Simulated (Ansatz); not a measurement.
BaSnO₃ (cubic perovskite, Pm-3m), a = b = c = 4.1760 Å, α = β = γ = 90.00°.

Relaxed with PBE.

Problem. Decompose the optical modes at the zone centre into irreducible representations, and say which are infrared and Raman allowed.

Solution. Point group m-3m: Γ_opt = 3T1u + T2u. Infrared: T1u. Raman: none.

Problem. Assign frequencies (DFPT, PBE in the plane-wave PAW code Ansatz; without the LO–TO term).

Solution. T1u 114, T2u 194, T1u 214, T1u 568 cm⁻¹.

Symmetry was held in the PBE relaxation. At this level the phase is dynamically unstable (imaginary phonons). Scalar-relativistic: spin–orbit coupling is off unless named, which matters more the heavier the elements.

Potentials: the later of the program's two PAW sets.
